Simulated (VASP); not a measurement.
A VASP 6.6.1 single-point calculation on NaCl

INCAR

```
LCHARG = .FALSE.
IBRION = -1
NBANDS = 14
LASPH = .TRUE.
ISIF = 2
ISMEAR = 0
EDIFF = 1E-7
ENCUT = 520
SIGMA = 0.01
GGA = RP
ALGO = Normal
PREC = Accurate
NELM = 120
NSW = 0
LREAL = .FALSE.
LWAVE = .FALSE.
```

KPOINTS

```
KPOINTS created by Atomic Simulation Environment
0
Gamma
8 8 8
0 0 0
```

POSCAR

```
Na Cl
 1.0000000000000000
     3.5609105586999998    0.0000000000000000    0.0000000000000000
     0.0000000000000000    3.5609105586999998    0.0000000000000000
     0.0000000000000000    0.0000000000000000    3.5609105586999998
 Na  Cl
   1   1
Cartesian
  0.0000000000000000  0.0000000000000000  0.0000000000000000
  1.7804552793499999  1.7804552793499999  1.7804552793499999
```

The recommended PBE PAW datasets give the neutral cell 14 valence electrons.

Command

```
mpirun -np 1 vasp_std
```

Question: How does this run end, and what does it give?

Answer: It converged. Results: gap between bands v and c on the k mesh 4.11 eV; least direct gap on the k mesh 4.55 eV; pressure 0.5 GPa. Band v is the last that the valence electrons fill when counted band by band, and c is the next.

OSZICAR

```
N       E                     dE             d eps       ncg     rms          rms(c)
DAV:   1     0.101664653270E+03    0.10166E+03   -0.71181E+03   980   0.100E+03
DAV:   2     0.221065562143E+01   -0.99454E+02   -0.90344E+02  1084   0.267E+02
DAV:   3    -0.625477173514E+01   -0.84654E+01   -0.84065E+01  1250   0.720E+01
DAV:   4    -0.639569366615E+01   -0.14092E+00   -0.14086E+00  1124   0.995E+00
DAV:   5    -0.639870971255E+01   -0.30160E-02   -0.30159E-02  1258   0.150E+00    0.252E+00
DAV:   6    -0.614757883264E+01    0.25113E+00   -0.35201E-01  1232   0.321E+00    0.192E+00
DAV:   7    -0.611688448577E+01    0.30694E-01   -0.11622E-01  1254   0.197E+00    0.128E+00
DAV:   8    -0.612108934976E+01   -0.42049E-02   -0.18528E-02  1034   0.119E+00    0.375E-01
DAV:   9    -0.612096697270E+01    0.12238E-03   -0.38551E-04  1262   0.149E-01    0.197E-01
DAV:  10    -0.612131791993E+01   -0.35095E-03   -0.83456E-04  1064   0.219E-01    0.825E-02
DAV:  11    -0.612130388900E+01    0.14031E-04   -0.22950E-05  1212   0.438E-02    0.267E-02
DAV:  12    -0.612130447670E+01   -0.58771E-06   -0.67084E-06  1070   0.210E-02    0.235E-03
DAV:  13    -0.612130610512E+01   -0.16284E-05   -0.24596E-06  1088   0.106E-02    0.321E-03
DAV:  14    -0.612130588323E+01    0.22189E-06   -0.38908E-08  1224   0.140E-03    0.137E-04
DAV:  15    -0.612130584877E+01    0.34459E-07   -0.24076E-09   682   0.461E-04
   1 F= -.61213058E+01 E0= -.61213058E+01  d E =-.162986E-83
```

For comparison, a separate r²SCAN run of the intended cell, on usual settings and not on those above, gives a gap of 4.64 eV on its mesh and a pressure of -2.3 GPa.
